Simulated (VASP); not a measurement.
KF: single point with r2SCAN

The system is KF.

```
K F
1.0
     0.00000    2.65916    2.65916
     2.65916    0.00000    2.65916
     2.65916    2.65916    0.00000
K F
1 1
Cartesian
  0.0000 0.0000 0.0000
  2.6592 2.6592 2.6592
```

The cell is a database's computed one.

```yaml
Program: VASP 6.6.1
Task: single point
Functional: r2SCAN
Potentials_or_basis: VASP PAW PBE potentials, release 64 (K_sv, F)
Cutoff: 520 eV
k_mesh: 8 × 8 × 8
Occupations: gaussian, width 0.02 eV
Spin: no spin polarisation
```

```yaml
Pressure: 0.0 GPa
Band_gap_on_the_k_mesh: 6.91 eV, direct
```

Levels at points of the mesh, in eV from the valence-band top:
| k point | band 6 | band 7 | band 8 | band 9 | band 10 | band 11 |
| --- | --- | --- | --- | --- | --- | --- |
| (0.00, 0.00, 0.00) | 0.00 | 0.00 | 0.00 | 6.91 | 11.49 | 11.49 |
| (0.50, 0.00, 0.00) | -0.78 | -0.35 | -0.35 | 9.74 | 11.35 | 12.99 |
| (0.50, 0.50, 0.00) | -0.20 | -0.05 | -0.05 | 8.78 | 11.31 | 12.54 |

Wall time 65 s on 1 thread of Intel(R) Xeon(R) Platinum 8259CL CPU @ 2.50GHz (Skylake/Cascade Lake), with other jobs on the host, peak memory 0.17 GiB.

Caveat: the PAW data sets were made with another functional, which shifts forces and pressure a little. A k mesh can miss the band edges.
